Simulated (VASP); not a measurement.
# PbSe (Fm-3m) in VASP: a series of runs

The runs below take PbSe through single point, relaxation of cell and atoms, with r2SCAN.

Program: VASP 6.6.1. These are calculated values, not measurements. Logs are shortened: lines on timing, memory, paths and dates and some standing lists are left out, and cuts for length are marked.

**What was measured.**

A printed reference work, monograph reports, for a bulk crystal of PbSe at 4.2 K: band gap 0.15 eV (direct).

The results are compared with them further down.

**1. The cell of the first run**

The structure is cubic, space group Fm-3m (No. 225). Conventional cell: a = 6.179 Å, b = 6.179 Å, c = 6.179 Å, α = 90.00°, β = 90.00°, γ = 90.00°. Within 4.1 Å of Pb (site symmetry m-3m) lie 6 Se at 3.09 Å. Se (site symmetry m-3m) has 6 Pb at 3.09 Å within 4.1 Å.

**2. Single point, r2SCAN**

The input, POSCAR:

```
PbSe
1.0
    0.0000000000      3.0895925652      3.0895925652
    3.0895925652      0.0000000000      3.0895925652
    3.0895925652      3.0895925652      0.0000000000
Pb Se
1 1
Direct
    0.0000000000      0.0000000000      0.0000000000
    0.5000000000      0.5000000000      0.5000000000
```

The input, INCAR.step1:

```
PREC = Accurate
ENCUT = 520
ISMEAR = 0
SIGMA = 0.02
LREAL = F
LASPH = T
NELM = 100
NBANDS = 17
GGA = PE
ALGO = Normal
EDIFF = 1E-4
LWAVE = T
LCHARG = F
```

The input, INCAR.step2:

```
PREC = Accurate
ENCUT = 520
EDIFF = 1E-6
ISMEAR = 0
SIGMA = 0.02
LREAL = F
LASPH = T
NELM = 100
ALGO = Normal
ISIF = 2
LWAVE = F
LCHARG = T
METAGGA = R2SCAN
LMIXTAU = T
LELF = T
LVHAR = T
NBANDS = 17
ISTART = 1
```

The input, KPOINTS:

```
regular mesh
0
Gamma
  10 10 10
```

Potentials or basis: VASP PAW PBE potentials, release 64 (Pb_d, Se).

Command:

```
cat potpaw_PBE.64/Pb_d/POTCAR potpaw_PBE.64/Se/POTCAR > POTCAR
cp INCAR.step1 INCAR
mpirun -np 1 vasp_std > vasp.out
cp INCAR.step2 INCAR
mpirun -np 1 vasp_std > vasp.out
```

OUTCAR:

```text
PREC = Accurate
   ENCUT = 520
   EDIFF = 1E-6
   ISMEAR = 0
   LREAL = F
   LASPH = T
   NELM = 100
   ISIF = 2
   METAGGA = R2SCAN
   ISTART = 1

 ion  position               nearest neighbor table
   1  0.000  0.000  0.000-   2 3.09   2 3.09   2 3.09   2 3.09   2 3.09   2 3.09
   2  0.500  0.500  0.500-   1 3.09   1 3.09   1 3.09   1 3.09   1 3.09   1 3.09

  LATTYP: Found a face centered cubic cell.
 ALAT       =     6.1791851304

  Lattice vectors:

 A1 = (   0.0000000000,   3.0895925652,   3.0895925652)
 A2 = (   3.0895925652,   0.0000000000,   3.0895925652)
 A3 = (   3.0895925652,   3.0895925652,   0.0000000000)

Analysis of symmetry for initial positions (statically):
=====================================================================
 Subroutine PRICEL returns:
 Original cell was already a primitive cell.

 Routine SETGRP: Setting up the symmetry group for a
 face centered cubic supercell.

 Subroutine GETGRP returns: Found 48 space group operations
 (whereof 48 operations were pure point group operations)
 out of a pool of 48 trial point group operations.

The static configuration has the point symmetry O_h .

Analysis of symmetry for dynamics (positions and initial velocities):
=====================================================================
 Subroutine PRICEL returns:
 Original cell was already a primitive cell.

 Routine SETGRP: Setting up the symmetry group for a
 face centered cubic supercell.

 Subroutine GETGRP returns: Found 48 space group operations
 (whereof 48 operations were pure point group operations)
 out of a pool of 48 trial point group operations.

The dynamic configuration has the point symmetry O_h .

 Subroutine INISYM returns: Found 48 space group operations
 (whereof 48 operations are pure point group operations),
 and found     1 'primitive' translations

----------------------------------------------------------------------------------------

                                     Primitive cell

  volume of cell :      58.9839

  direct lattice vectors                    reciprocal lattice vectors
     0.000000000  3.089592565  3.089592565    -0.161833636  0.161833636  0.161833636
     3.089592565  0.000000000  3.089592565     0.161833636 -0.161833636  0.161833636
     3.089592565  3.089592565  0.000000000     0.161833636  0.161833636 -0.161833636

  length of vectors
     4.369343708  4.369343708  4.369343708     0.280304081  0.280304081  0.280304081
[... 79 lines left out ...]
   ENCUT  =  520.0 eV  38.22 Ry    6.18 a.u.   8.12  8.12  8.12*2*pi/ulx,y,z
   NELM   =    100;   NELMIN=  2; NELMDL=  0     # of ELM steps
   EDIFF  = 0.1E-05   stopping-criterion for ELM
   LREAL  =      F    real-space projection
   EDIFFG = 0.1E-04   stopping-criterion for IOM
   NSW    =      0    number of steps for IOM
   IBRION =     -1    ionic relax: 0-MD 1-quasi-New 2-CG
   NFREE  =      0    steps in history (QN), initial steepest desc. (CG)
   ISIF   =      2    stress and relaxation
   ISYM   =      2    0-nonsym 1-usesym 2-fastsym
   POTIM  = 0.5000    time-step for ionic-motion
   TEBEG  =    0.0;   TEEND  =   0.0 temperature during run
   PSTRESS=    0.0 pullay stress
   NELECT =      20.0000    total number of electrons
   NUPDOWN=      -1.0000    fix difference up-down
   EMIN   =  10.00;   EMAX   =-10.00  energy-range for DOS
   EFERMI =   0.00;   METHOD = LEGACY
   ISMEAR =     0;   SIGMA  =   0.02  broadening in eV -4-tet -1-fermi 0-gaus
   EFERMI_NEDOS =   21; number of points for ismear=-14 and -15
   IALGO  =     38    algorithm
   IMIX   =      4    mixing-type and parameters
     AMIX     =   0.40;   BMIX     =  1.00
     AMIX_MAG =   1.60;   BMIX_MAG =  1.00
  volume/ion in A,a.u.               =      29.49       199.02
  Fermi-wavevector in a.u.,A,eV,Ry     =   1.141582  2.157276 17.731228  1.303209
  Thomas-Fermi vector in A             =   2.278281
   LORBIT       =      0    0 simple, 1 ext, 2 COOP (PROOUT), +10 PAW based schemes
   METAGGA = R2SCAN    functional components
   LHFCALC =     F    Hartree Fock is set to
   AEXX    =    0.0000 exact exchange contribution
   IVDW    =     0    specifies the selected vdW correction
   LEPSILON=     F    determine dielectric tensor
   LRPA    =     F    only Hartree local field effects (RPA)
 non-spin polarized calculation
 Gauss-broadening in eV      SIGMA  =   0.02
  energy-cutoff  :      520.00
  volume of cell :       58.98
 maximum number of plane-waves:      1639
   NGX = 17   NGY = 17   NGZ = 17

 number of electron      19.9999993 magnetization

 Free energy of the ion-electron system (eV)
  ---------------------------------------------------
  ext. energy  EPLUGINS =         0.00000000
  ---------------------------------------------------
  free energy    TOTEN  =       -71.93896212 eV

  energy without entropy =      -71.93896212  energy(sigma->0) =      -71.93896212

 E-fermi :   4.6743     XC(G=0):  -9.9284

 val. band max:        4.5449105752   @ k =   0.5000   0.0000   0.0000
 cond. band min:       5.2179945239   @ k =   0.5000   0.0000   0.0000
 fundamental gap:      0.6730839486
 Fermi energy:         4.6743115746

 k-point     1 :       0.0000    0.0000    0.0000
  band No.  band energies     occupation
      1     -12.8553      2.00000
      2     -12.8553      2.00000
      3     -12.8552      2.00000
      4     -12.8504      2.00000
      5     -12.8504      2.00000
      6      -9.3360      2.00000
[... 457 lines left out ...]
      4     -12.8254      2.00000
      5     -12.8230      2.00000
      6      -8.2815      2.00000
[... 9 lines left out ...]
     16      15.8365      0.00000
     17      16.5406      0.00000

 [... further k-points ...]

------------------------ aborting loop because EDIFF is reached ----------------------------------------

  FORCE on cell =-STRESS in cart. coord.  units (eV):
  Direction    XX          YY          ZZ          XY          YZ          ZX
  --------------------------------------------------------------------------------------
  -------------------------------------------------------------------------------------
  Total       -0.0054720     -0.0054720     -0.0054720      0.0000000      0.0000000     -0.0000000
  in kB       -0.1486355     -0.1486355     -0.1486355      0.0000000      0.0000000     -0.0000000
  external PRESSURE =      -0.1486355 kB  Pullay stress =       0.0000000 kB

 VOLUME and BASIS-vectors are now :
 -----------------------------------------------------------------------------
  energy-cutoff  :      520.00
  volume of cell :       58.98
      direct lattice vectors                 reciprocal lattice vectors
     0.000000000  3.089592565  3.089592565    -0.161833636  0.161833636  0.161833636
     3.089592565  0.000000000  3.089592565     0.161833636 -0.161833636  0.161833636
     3.089592565  3.089592565  0.000000000     0.161833636  0.161833636 -0.161833636

 POSITION                                       TOTAL-FORCE (eV/Angst)
 -----------------------------------------------------------------------------------
      0.00000      0.00000      0.00000        -0.000000     -0.000000     -0.000000
      3.08959      3.08959      3.08959         0.000000      0.000000      0.000000
 -----------------------------------------------------------------------------------
    total drift:                                0.000000     -0.000000     -0.000000

  FREE ENERGIE OF THE ION-ELECTRON SYSTEM (eV)
  ---------------------------------------------------
  free  energy   TOTEN  =       -71.9389621242 eV

  energy  without entropy=      -71.9389621242  energy(sigma->0) =      -71.93896212
```

OUTCAR.step1:

```text
PREC = Accurate
   ENCUT = 520
   ISMEAR = 0
   LREAL = F
   LASPH = T
[... 700 lines left out ...]
 -----------------------------------------------------------------------------------
      0.00000      0.00000      0.00000         0.000000     -0.000000     -0.000000
      3.08959      3.08959      3.08959        -0.000000      0.000000      0.000000
 -----------------------------------------------------------------------------------
    total drift:                                0.000000     -0.000000     -0.000000

  FREE ENERGIE OF THE ION-ELECTRON SYSTEM (eV)
  ---------------------------------------------------
  free  energy   TOTEN  =        -8.1948247274 eV

  energy  without entropy=       -8.1948247274  energy(sigma->0) =       -8.19482473
```

OSZICAR.step1:

```text
N       E                     dE             d eps       ncg     rms          rms(c)
DAV:   1     0.155316228908E+03    0.15532E+03   -0.95854E+03  1598   0.118E+03
DAV:   2     0.324266302672E+01   -0.15207E+03   -0.14645E+03  1701   0.302E+02
DAV:   3    -0.822094788577E+01   -0.11464E+02   -0.11382E+02  2070   0.894E+01
DAV:   4    -0.849394678656E+01   -0.27300E+00   -0.27273E+00  1982   0.153E+01
DAV:   5    -0.850314935575E+01   -0.92026E-02   -0.92022E-02  2261   0.276E+00    0.273E+00
DAV:   6    -0.819594948501E+01    0.30720E+00   -0.76687E-01  2402   0.581E+00    0.150E+00
DAV:   7    -0.819162025637E+01    0.43292E-02   -0.12515E-01  1876   0.167E+00    0.845E-01
DAV:   8    -0.819529697962E+01   -0.36767E-02   -0.14242E-02  1924   0.127E+00    0.184E-01
DAV:   9    -0.819474317676E+01    0.55380E-03   -0.30755E-03  2473   0.521E-01    0.557E-02
DAV:  10    -0.819482472741E+01   -0.81551E-04   -0.23866E-04  1843   0.880E-02
   1 F= -.81948247E+01 E0= -.81948247E+01  d E =-.584110E-32
```

Run time: 73 s. Hardware: 1 thread of Intel Xeon Platinum 8488C (Sapphire Rapids), shared host; peak memory 0.21 GiB.

Results:

| Item | Value |
| --- | --- |
| Free energy | -71.9390 eV |
| Pressure | 0.0 GPa |
| Band gap on the k mesh | 0.67 eV, direct |

Caveat: the PAW data sets were made with another functional, which shifts forces and pressure a little; spin-orbit coupling is left out, which moves the levels of the heavy elements.

**3. Relaxation of cell and atoms, r2SCAN**

This run uses another cell than the first one, of 28.71 Å³/atom, 0.974 times its volume.

The input, POSCAR:

```
PbSe
1.0
    0.0000000000      3.0621500000      3.0621500000
    3.0621500000      0.0000000000      3.0621500000
    3.0621500000      3.0621500000      0.0000000000
Pb Se
1 1
Direct
    0.0000000000      0.0000000000      0.0000000000
    0.5000000000      0.5000000000      0.5000000000
```

The input, INCAR.step1:

```
ALGO = Normal ; EDIFF = 1E-4
ENCUT = 600 ; GGA = PE
ISMEAR = 0 ; LASPH = True
LCHARG = False ; LREAL = False
LWAVE = True ; NELM = 80
PREC = Accurate ; SIGMA = 0.02
```

The input, INCAR.step2:

```
ALGO = Normal ; EDIFF = 1E-7
EDIFFG = -0.005 ; ENCUT = 600
IBRION = 2 ; ISIF = 3
ISMEAR = 0 ; ISTART = 1
LASPH = True ; LCHARG = False
LMIXTAU = True ; LREAL = False
LWAVE = False ; METAGGA = R2SCAN
NELM = 80 ; NSW = 100
PREC = Accurate ; SIGMA = 0.02
```

The input, KPOINTS:

```
k-points
0
Gamma
  10 10 10
```

Potentials or basis: VASP PAW PBE potentials, release 64 (Pb_d, Se).

Command:

```
cat potpaw_PBE.64/Pb_d/POTCAR potpaw_PBE.64/Se/POTCAR > POTCAR
cp INCAR.step1 INCAR
mpirun -np 1 vasp_std > vasp.out
cp INCAR.step2 INCAR
mpirun -np 1 vasp_std > vasp.out
```

Run time: 14 min. Hardware: 1 thread of Oxide Virtual Turin-like, shared host; peak memory 0.23 GiB.

It converged, with:

```
Free energy                            : -71.9395 eV
Relaxed volume                         : 29.49 Å³/atom
Relaxed cell                           : a = 4.369 Å, b = 4.369 Å, c = 4.369 Å, α = 60.00°, β = 60.00°, γ = 60.00°
Space group after relaxing (to 0.05 Å) : Fm-3m (No. 225)
Energy gained by relaxing              : 3.5 meV/atom
Ionic steps                            : 3
Pressure after relaxing                : 0.0 GPa
Band gap on the k mesh                 : 0.67 eV, direct
```

The path:
| step | energy change (eV) | largest force (eV/Å) | pressure (GPa) | volume (Å³) |
| --- | --- | --- | --- | --- |
| 1 | 0.0000 | 0.0000 | 1.47 | 57.43 |
| 2 | -0.0057 | 0.0000 | -0.56 | 59.64 |
| 3 | -0.0069 | 0.0000 | 0.01 | 58.98 |

Final structure:
```xyz
2
Lattice="0.0000 3.0894 3.0894 3.0894 0.0000 3.0894 3.0894 3.0894 0.0000" Properties=species:S:1:pos:R:3 pbc="T T T"
Pb    0.0000    0.0000    0.0000
Se    3.0894    3.0894    3.0894
```

Levels at points of the mesh, in eV from the valence-band top:
```csv
k point,band 8,band 9,band 10,band 11,band 12,band 13
"(0.00, 0.00, 0.00)",-1.87,-1.87,-1.87,5.00,5.00,5.00
"(0.50, 0.00, 0.00)",-1.47,-1.47,0.00,0.67,2.00,2.00
"(0.50, 0.50, 0.00)",-4.89,-3.19,-3.19,4.16,5.91,5.91
```

Caveat: the PAW data sets were made with another functional, which shifts forces and pressure a little; spin-orbit coupling is left out, which moves the levels of the heavy elements. Zero-point motion and thermal expansion aren't in these numbers.

**4. How close it comes**

Step 2. Measured gap of PbSe: 0.15 eV (direct; 4.2 K; a printed reference work, monograph). This calculation gives 0.67 eV (+0.52 eV). 2 values of this kind are on record (0.15 to 0.28 eV); this one was drawn at random. Spin-orbit coupling on Pb, Se is left out. The value is that of r2SCAN on a finite k mesh, which can miss the band edges, without temperature or zero-point motion.
